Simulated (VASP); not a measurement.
# ZrC (Fm-3m) in VASP: notebook, part 2 of 2

VASP 6.6.1.

### Step 3. Relaxation of cell and atoms, PBE

This run uses another cell than the first one, of 13.06 Å³/atom, 0.988 times its volume.

INCAR reads:

```
SYSTEM = ZrC
ALGO = Normal
EDIFF = 1E-7
EDIFFG = -0.002
ENCUT = 520
GGA = PE
IBRION = 2
ISIF = 3
ISMEAR = 1
LASPH = .True.
LCHARG = .False.
LREAL = .False.
LWAVE = .False.
NELM = 100
NSW = 80
PREC = Accurate
SIGMA = 0.2
```

KPOINTS reads:

```
k-points
0
Gamma
  16 16 16
  0 0 0
```

POSCAR reads:

```
ZrC                                     
1.0
    0.0000000000      2.3552149238      2.3552149238
    2.3552149238      0.0000000000      2.3552149238
    2.3552149238      2.3552149238      0.0000000000
  Zr              C             
     1     1
Direct
     0.5000000000000000    0.5000000000000000    0.5000000000000000
     0.0000000000000000    0.0000000000000000    0.0000000000000000
```

Potentials or basis: VASP PAW PBE potentials, release 64 (Zr_sv, C).

Started as:

```sh
cat potpaw_PBE.64/Zr_sv/POTCAR potpaw_PBE.64/C/POTCAR > POTCAR
mpirun -np 1 vasp_std > vasp.out
```

OUTCAR:

```text
SYSTEM = ZrC
   EDIFF = 1E-7
   EDIFFG = -0.002
   ENCUT = 520
   GGA = PE
   IBRION = 2
   ISIF = 3
   ISMEAR = 1
   LASPH = .True.
   LREAL = .False.
   NELM = 100
   NSW = 80
   PREC = Accurate

 ion  position               nearest neighbor table
   1  0.500  0.500  0.500-   2 2.36   2 2.36   2 2.36   2 2.36   2 2.36   2 2.36
   2  0.000  0.000  0.000-   1 2.36   1 2.36   1 2.36   1 2.36   1 2.36   1 2.36

  LATTYP: Found a face centered cubic cell.
 ALAT       =     4.7104298476

  Lattice vectors:

 A1 = (   0.0000000000,   2.3552149238,   2.3552149238)
 A2 = (   2.3552149238,   0.0000000000,   2.3552149238)
 A3 = (   2.3552149238,   2.3552149238,   0.0000000000)

Analysis of symmetry for initial positions (statically):
=====================================================================
 Subroutine PRICEL returns:
 Original cell was already a primitive cell.

 Routine SETGRP: Setting up the symmetry group for a
 face centered cubic supercell.

 Subroutine GETGRP returns: Found 48 space group operations
 (whereof 48 operations were pure point group operations)
 out of a pool of 48 trial point group operations.

The static configuration has the point symmetry O_h .

Analysis of symmetry for dynamics (positions and initial velocities):
=====================================================================
 Subroutine PRICEL returns:
 Original cell was already a primitive cell.

 Routine SETGRP: Setting up the symmetry group for a
 face centered cubic supercell.

 Subroutine GETGRP returns: Found 48 space group operations
 (whereof 48 operations were pure point group operations)
 out of a pool of 48 trial point group operations.

The dynamic configuration has the point symmetry O_h .

 Subroutine INISYM returns: Found 48 space group operations
 (whereof 48 operations are pure point group operations),
 and found     1 'primitive' translations

[... 119 lines left out ...]
   GGA     = PE    functional components
   LHFCALC =     F    Hartree Fock is set to
   AEXX    =    0.0000 exact exchange contribution
   IVDW    =     0    specifies the selected vdW correction
   LEPSILON=     F    determine dielectric tensor
   LRPA    =     F    only Hartree local field effects (RPA)
 conjugate gradient relaxation of ions
 non-spin polarized calculation
 Methfessel and Paxton  Order N= 1 SIGMA  =   0.20
  energy-cutoff  :      520.00
  volume of cell :       26.13
 maximum number of plane-waves:       725
 NGX is ok and might be reduce to    28
   NGX = 13   NGY = 13   NGZ = 13

 number of electron      16.0000000 magnetization

 Free energy of the ion-electron system (eV)
  ---------------------------------------------------
  ext. energy  EPLUGINS =         0.00000000
  ---------------------------------------------------
  free energy    TOTEN  =       -19.46157596 eV

  energy without entropy =      -19.46119771  energy(sigma->0) =      -19.46144988

 E-fermi :   9.5339     XC(G=0): -12.1017

 val. band max:        9.5304446046   @ k =   0.4375   0.4375   0.0000
 cond. band min:       9.5852178903   @ k =   0.4375   0.3750   0.0000
 fundamental gap:      0.0547732858
 Fermi energy:         9.5339161219

 k-point     1 :       0.0000    0.0000    0.0000
  band No.  band energies     occupation
      1     -38.5908      2.00000
      2     -16.3053      2.00000
      3     -16.3053      2.00000
      4     -16.3053      2.00000
      5      -1.7442      2.00000
      6      10.4731     -0.00000
      7      10.4731     -0.00000
      8      10.4731     -0.00000
      9      10.6312     -0.00000
     10      10.6312     -0.00000
     11      10.6312     -0.00000
     12      12.3331     -0.00000
[... 331 lines left out ...]
 k-point    24 :      -0.0625    0.0625    0.0000
  band No.  band energies     occupation
      1     -38.5810      2.00000
      2     -16.3866      2.00000
      3     -16.3269      2.00000
      4     -16.3069      2.00000
      5      -1.5135      2.00000
      6       9.1517      2.02109
      7       9.3644      2.00247
      8       9.5091      1.20807
      9      10.7731     -0.00000
     10      11.3902     -0.00000
     11      11.4741     -0.00000
     12      12.9523     -0.00000

 [... further k-points ...]
[... 5 lines left out ...]
  --------------------------------------------------------------------------------------
  -------------------------------------------------------------------------------------
  Total       -0.0000149     -0.0000149     -0.0000149      0.0000000      0.0000000     -0.0000000
  in kB       -0.0009122     -0.0009122     -0.0009122      0.0000000      0.0000000     -0.0000000
  external PRESSURE =      -0.0009122 kB  Pullay stress =       0.0000000 kB

 VOLUME and BASIS-vectors are now :
 -----------------------------------------------------------------------------
  energy-cutoff  :      520.00
  volume of cell :       26.13
      direct lattice vectors                 reciprocal lattice vectors
     0.000000000  2.355214924  2.355214924    -0.212294850  0.212294850  0.212294850
     2.355214924  0.000000000  2.355214924     0.212294850 -0.212294850  0.212294850
     2.355214924  2.355214924  0.000000000     0.212294850  0.212294850 -0.212294850

 POSITION                                       TOTAL-FORCE (eV/Angst)
 -----------------------------------------------------------------------------------
      2.35521      2.35521      2.35521         0.000000      0.000000     -0.000000
      0.00000      0.00000      0.00000        -0.000000     -0.000000      0.000000
 -----------------------------------------------------------------------------------
    total drift:                                0.000000      0.000000      0.000000

  FREE ENERGIE OF THE ION-ELECTRON SYSTEM (eV)
  ---------------------------------------------------
  free  energy   TOTEN  =       -19.4615759623 eV

  energy  without entropy=      -19.4611977145  energy(sigma->0) =      -19.46144988

 reached required accuracy - stopping structural energy minimisation
```

OSZICAR:

```text
N       E                     dE             d eps       ncg     rms          rms(c)
DAV:   1     0.102306821598E+03    0.10231E+03   -0.88680E+03  3488   0.134E+03
DAV:   2    -0.157649449883E+02   -0.11807E+03   -0.11227E+03  3964   0.335E+02
DAV:   3    -0.227510267511E+02   -0.69861E+01   -0.68683E+01  6260   0.707E+01
DAV:   4    -0.229378479546E+02   -0.18682E+00   -0.18670E+00  4180   0.807E+00
DAV:   5    -0.229410390694E+02   -0.31911E-02   -0.31909E-02  5336   0.921E-01    0.201E+01
DAV:   6    -0.196083907821E+02    0.33326E+01   -0.16714E+01  3908   0.284E+01    0.788E+00
DAV:   7    -0.194734211543E+02    0.13497E+00   -0.78242E-01  4072   0.708E+00    0.575E+00
DAV:   8    -0.194660465760E+02    0.73746E-02   -0.14698E-01  3756   0.360E+00    0.149E+00
DAV:   9    -0.194614577404E+02    0.45888E-02   -0.33686E-02  4316   0.125E+00    0.493E-01
DAV:  10    -0.194618182439E+02   -0.36050E-03   -0.20249E-03  4052   0.575E-01    0.383E-01
DAV:  11    -0.194615780061E+02    0.24024E-03   -0.75771E-04  3884   0.215E-01    0.330E-02
DAV:  12    -0.194615760391E+02    0.19670E-05   -0.17072E-05  4744   0.436E-02    0.494E-03
DAV:  13    -0.194615759165E+02    0.12257E-06   -0.10562E-06  4884   0.982E-03    0.155E-03
DAV:  14    -0.194615759623E+02   -0.45743E-07   -0.22248E-08  2292   0.153E-03
   1 F= -.19461576E+02 E0= -.19461450E+02  d E =-.194616E+02
```

It took 37 s on 1 thread of Intel Xeon Platinum 8488C (Sapphire Rapids), shared host; peak memory 0.19 GiB.

Results:

* Free energy: -19.4616 eV
* Pressure after relaxing: 0.0 GPa
* Band gap on the k mesh: none (metal or under the smearing width)

Final structure:
```yaml
crystal:
  lattice:
    - [0.00000, 2.35521, 2.35521]
    - [2.35521, 0.00000, 2.35521]
    - [2.35521, 2.35521, 0.00000]
  atoms:
    - { symbol: Zr, position: [0.50000, 0.50000, 0.50000] }
    - { symbol: C, position: [0.00000, 0.00000, 0.00000] }
```

Caveat: the relaxation stopped at its first step, so nothing moved.
